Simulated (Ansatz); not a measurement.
The cell is COD entry 1538744, as deposited and not checked against the literature; nothing was relaxed.

MgTe: DFT, PBE, all-electron LAPW, scalar-relativistic (Ansatz 0.2.0).

Command: `ansatz run input.yaml --threads 1 --pin off --max-ram 6144MiB --backend cpu --events-out ev --progress --plain --runs-dir out` The run took 85 s on 1 thread of Intel(R) Xeon(R) Platinum 8488C (Sapphire Rapids), with other jobs on the host, peak memory 0.51 GiB.

```yaml
crystal:
  lattice:
    - [4.5400020208, 0.0, 0.0]
    - [-2.2700010104, 3.9317570832, 0.0]
    - [0.0, 0.0, 7.395]
  atoms:
    - { symbol: Mg, position: [0.3333333333, 0.6666666667, 0.0] }
    - { symbol: Mg, position: [0.6666666667, 0.3333333333, 0.5] }
    - { symbol: Te, position: [0.3333333333, 0.6666666667, 0.37] }
    - { symbol: Te, position: [0.6666666667, 0.3333333333, 0.87] }
kpoints:
  mp_grid: { grid: [9, 9, 5] }
  band_path:
    path:
      - [0.0, 0.0, 0.0]
      - [0.5, 0.0, 0.0]
      - [0.3333333333, 0.3333333333, 0.0]
      - [0.0, 0.0, 0.0]
      - [0.0, 0.0, 0.5]
      - [0.5, 0.0, 0.5]
      - [0.3333333333, 0.3333333333, 0.5]
      - [0.0, 0.0, 0.5]
      - [0.5, 0.0, 0.5]
    npoints: 14
scf:
  occupations: { method: fermi_dirac, width: 0.03 }
hamiltonian:
  xc: pbe
  pseudopotentials: { kind: all_electron, lapw: { basis_error: 0.0005 } }
output:
  forces: true
  stress: true
  eigenvalues: true
  fatbands: true
  populations: true
  dos: { projected: true, de: 0.2, e_range: [-14, 8] }
```

Output:

```
Mg: projections on atomic orbitals take those of the free atom 1s2 2s2 2p6 3s2, of charge +0.00 (hamiltonian.pseudopotentials.projection_atoms)
Te: projections on atomic orbitals take those of the free atom 1s2 2s2 2p6 3s2 3p6 3d10 4s2 4p6 4d10 5s2 5p4, of charge +0.00 (hamiltonian.pseudopotentials.projection_atoms)
LAPW: plane waves up to 7.778 Å⁻¹, error target 5.0e-4 eV per atom; small_component_spin mean_spin; Mg in spheres of 1.252 Å, 10 of its electrons in bands, Dirac shells []; Te in spheres of 1.484 Å, 24 of its electrons in bands, Dirac shells []
Engine: ansatz 0.2.0
Pseudopotentials: kind: all_electron
Pseudopotential: Mg, LAPW, valence charge 10, Koelling and Harmon's equation, gaussian nucleus
Pseudopotential: Te, LAPW, valence charge 24, Koelling and Harmon's equation, gaussian nucleus
Functional definition: PBE
  parameter kappa = 0.804
  parameter beta = 0.06672455060314922
  exchange = pbe_x(kappa = kappa, mu = beta*pi^2/3)
  correlation = pbe_c(beta = beta)
Crystal: 4 atoms, lattice volume = 132.002 Å³
Basis set: ecut = 230.48036926160546 eV, 1087 PW (Γ), exchange–correlation at level 2
Bands: 41, of which v1, the nominal top of the filled ones, is band 34 counted from 1 (33 counted from 0)
Symmetry: 12 space group operations
Space group: P63mc (ITA 186), of the structure as read, at distance tolerance 5.1e-5 Å
k-points: 36 of 405 (time reversal used)
Non-local potential: Mg, projectors of the file, none
Non-local potential: Te, projectors of the file, none
Initial density: superposition of atomic densities (chi_scale 0.1, normalization cell, long waves kept (reshape's long-wave potential 0.00 eV rms))
Initial wavefunctions: plane waves of lowest kinetic energy (no species holds an atomic orbital)
Functional: x = pbe(κ = 0.804, μ = 0.2195149727645171), c = pbe(β = 0.06672455060314922)
iter 1 solved again at ethr=2.02e-3 eV; its pass at ethr=1.00e-1 eV (dr2=1.37e0 eV) is discarded
SCF iter   1: F=—  HF=-380675.347273 eV  |F-HF|=—  |Δ(HF+E_count)|=         —  Δρ=2.21e-2  dr2=1.37e0  ethr=2.02e-3  ⟨swp⟩=2.1  Hψ=9716  notcnv=0
preconditioner: auto → Resta (q_TF=auto, 2.443 Å⁻¹)  ε∞=3.0  [insulator: Δε(μ)=2.817 eV  Ē_g=9.238 eV  σ=0.030 eV  W_gap=1.00  n_scr=34 (ndim 8)  ℏωp=12.9 eV  f_vac=0.095  D(μ)=0.00/eV (n_scr^D=0)  ε∞_Penn≈3.0]
SCF iter   2: F=—  HF=-380675.033851 eV  |F-HF|=—  |Δ(HF+E_count)|=   3.13e-1  Δρ=1.22e-2  dr2=4.00e-1  ethr=2.02e-3  ⟨swp⟩=2.0  Hψ=4500  notcnv=0
iter 3 solved again at ethr=4.90e-5 eV; its pass at ethr=5.89e-4 eV (dr2=3.33e-2 eV) is discarded
SCF iter   3: F=—  HF=-380674.986447 eV  |F-HF|=—  |Δ(HF+E_count)|=   4.74e-2  Δρ=3.47e-3  dr2=3.34e-2  ethr=4.90e-5  ⟨swp⟩=2.0  Hψ=7533  notcnv=0  defer=1
SCF iter   4: F=—  HF=-380674.995700 eV  |F-HF|=—  |Δ(HF+E_count)|=         —  Δρ=6.86e-4  dr2=7.53e-4  ethr=4.90e-5  ⟨swp⟩=2.1  Hψ=4502  notcnv=0
the basis was enlarged: its passes take 505.2 KiB over the memory plan, 1 of 1 planned eigensolver slots
SCF iter   5: F=—  HF=-380674.994431 eV  |F-HF|=—  |Δ(HF+E_count)|=   1.27e-3  Δρ=2.69e-4  dr2=1.89e-4  ethr=1.11e-6  ⟨swp⟩=3.0  Hψ=4514  notcnv=0
SCF iter   6: F=—  HF=-380674.994808 eV  |F-HF|=—  |Δ(HF+E_count)|=   3.77e-4  Δρ=9.82e-5  dr2=2.70e-5  ethr=2.78e-7  ⟨swp⟩=3.0  Hψ=4540  notcnv=0
SCF iter   7: F=—  HF=-380674.994880 eV  |F-HF|=—  |Δ(HF+E_count)|=   7.19e-5  Δρ=2.81e-5  dr2=2.08e-6  ethr=3.97e-8  ⟨swp⟩=3.0  Hψ=4543  notcnv=0
SCF iter   8: F=—  HF=-380674.994886 eV  |F-HF|=—  |Δ(HF+E_count)|=   6.35e-6  Δρ=7.60e-6  dr2=1.05e-7  ethr=3.07e-9  ⟨swp⟩=3.0  Hψ=4536  notcnv=0
SCF iter   9: F=-380674.994887 eV  HF=-380674.994887 eV  |F-HF|=1.85e-8  |Δ(HF+E_count)|=   3.85e-7  Δρ=2.07e-6  dr2=8.74e-9  ethr=1.55e-10  ⟨swp⟩=3.0  Hψ=4535  notcnv=0
SCF 1 converged in 9 iterations: F = -380674.994887 eV  dr2 = 8.74e-9
NSCF: frozen V_eff on 113 k-points
SCF converged after 9 iterations
Free energy (F): -380674.994887 eV
Harris-Foulkes:  -380674.994887 eV  (|F-HF|=1.85e-8)
Internal energy: -380674.994887 eV  (E = F + TS)
E sigma→0 (E₀):  -380674.994887 eV
Fermi energy:    6.805341 eV
--- Per-component energies (eV) ---
  E_band       = -3112.294026
  E_kinetic    = 401434.589825
  E_xc         = -10479.770037
  E_electrostatic = -771629.814674  (all electrons and nuclei)
  E_smearing   = -0.000000  (= −TS)
  E_closure    = 0.000000  (closes the sum)
  E_atoms      = -380662.250435  (free atoms, spherical and without spin; not in F)
  Σ components = -380674.994887   (vs F -380674.994887, Δ=0.00e0)
  Basis errors (estimates in eV, not in F): energy 2.3e-4 per atom: plane waves 2.1e-4 (1.2e-4 summed), levels above the bands 2.3e-78, relativity 1.3e-8, radial functions 2.3e-5, core shells 6.2e-10; eigenvalues (radial functions only) 5.3e-7; not estimated: angular momenta, meshes, grids; target (lapw.basis_error) 5.0e-4; muffin-tin radii Mg 1.252 Å, Te 1.484 Å
--- Forces (eV/Å), atoms counted from 1 ---
  atom   1  Mg     0.00000000    -0.00000000    -0.21772020
  atom   2  Mg    -0.00000000     0.00000000    -0.21772020
  atom   3  Te     0.00000000     0.00000000     0.21771998
  atom   4  Te     0.00000000    -0.00000000     0.21771998
  max |Σ_I F_I| component: 4.52e-7 eV/Å
--- Stress (GPa, compression-positive) ---
        1.267861       0.000000      -0.000000
        0.000000       1.267861       0.000000
       -0.000000       0.000000       2.448465
  P = ⅓ Tr σ = 1.6614 GPa (16.614 kbar)
--- Band table (eV; the first three rows and the last of 36) ---
  k-point 0: bands = ["-152.2306", "-152.2306", "-102.2719", "-102.2719", "-102.2686", "-102.2686", "-102.2686", "-102.2686", "-69.5789", "-69.5789", "-36.3363", "-36.3363", "-36.3363", "-36.3363", "-36.3337", "-36.3336", "-29.6184", "-29.6181", "-29.6137", "-29.6137", "-29.6135", "-29.6135", "-29.6057", "-29.6057", "-29.6054", "-29.6054", "-4.8042", "-4.1672", "2.1229", "5.0152", "5.0152", "5.4197", "5.5133", "5.5133", "8.0523", "8.5611", "10.8217", "10.8217", "11.2051", "11.8342", "11.8342"]
  k-point 1: bands = ["-152.2306", "-152.2306", "-102.2719", "-102.2719", "-102.2686", "-102.2686", "-102.2686", "-102.2686", "-69.5789", "-69.5789", "-36.3363", "-36.3363", "-36.3363", "-36.3363", "-36.3337", "-36.3336", "-29.6184", "-29.6181", "-29.6136", "-29.6136", "-29.6135", "-29.6135", "-29.6057", "-29.6057", "-29.6054", "-29.6054", "-4.7523", "-4.2393", "2.3486", "4.8649", "5.0582", "5.0582", "5.4606", "5.4606", "8.5630", "8.6620", "10.8369", "10.8369", "11.0144", "11.6213", "11.6213"]
  k-point 2: bands = ["-152.2306", "-152.2306", "-102.2719", "-102.2719", "-102.2686", "-102.2686", "-102.2686", "-102.2686", "-69.5789", "-69.5789", "-36.3363", "-36.3363", "-36.3363", "-36.3363", "-36.3337", "-36.3336", "-29.6183", "-29.6182", "-29.6136", "-29.6136", "-29.6135", "-29.6135", "-29.6056", "-29.6056", "-29.6055", "-29.6055", "-4.6090", "-4.4145", "2.9744", "3.8772", "5.1749", "5.1749", "5.3282", "5.3282", "8.9218", "9.0836", "10.9568", "10.9568", "11.1258", "11.2412", "11.2412"]
  k-point 35: bands = ["-152.2306", "-152.2306", "-102.2719", "-102.2719", "-102.2686", "-102.2686", "-102.2686", "-102.2686", "-69.5789", "-69.5789", "-36.3364", "-36.3364", "-36.3363", "-36.3363", "-36.3336", "-36.3336", "-29.6179", "-29.6179", "-29.6138", "-29.6138", "-29.6136", "-29.6135", "-29.6055", "-29.6054", "-29.6054", "-29.6054", "-4.0229", "-4.0229", "2.5249", "2.5249", "3.3868", "3.6912", "4.7454", "4.7454", "9.5316", "9.5316", "10.0950", "11.1016", "12.1690", "12.1690", "12.9651"]
--- Löwdin populations: 4 sites ---
  site symbol       q [e]
     0     Mg     10.6766
     1     Mg     10.6766
     2     Te     53.1703
     3     Te     53.1703
  spilling = 0.002391 (of n_electrons = 128.000000)
```

populations.tsv:

```
# site	symbol	l	j	q
# orbitals = lowdin
# n_electrons = 128.000000
# spilling = 0.002391
# projection_atom_Mg: 1s2 2s2 2p6 3s2
# projection_atom_Te: 1s2 2s2 2p6 3s2 3p6 3d10 4s2 4p6 4d10 5s2 5p4
0	Mg	0_1S	-	1.999951
0	Mg	0_2S	-	1.994522
0	Mg	0_3S	-	0.682451
0	Mg	1_2P	-	5.999708
1	Mg	0_1S	-	1.999951
1	Mg	0_2S	-	1.994522
1	Mg	0_3S	-	0.682451
1	Mg	1_2P	-	5.999708
2	Te	0_1S	-	2.000000
2	Te	0_2S	-	1.999982
2	Te	0_3S	-	1.999740
2	Te	0_4S	-	1.996654
2	Te	0_5S	-	1.868521
2	Te	1_2P	-	6.000000
2	Te	1_3P	-	5.999989
2	Te	1_4P	-	5.998921
2	Te	1_5P	-	5.307313
2	Te	2_3D	-	10.000000
2	Te	2_4D	-	9.999216
3	Te	0_1S	-	2.000000
3	Te	0_2S	-	1.999982
3	Te	0_3S	-	1.999740
3	Te	0_4S	-	1.996654
3	Te	0_5S	-	1.868521
3	Te	1_2P	-	6.000000
3	Te	1_3P	-	5.999989
3	Te	1_4P	-	5.998921
3	Te	1_5P	-	5.307313
3	Te	2_3D	-	10.000000
3	Te	2_4D	-	9.999216
```
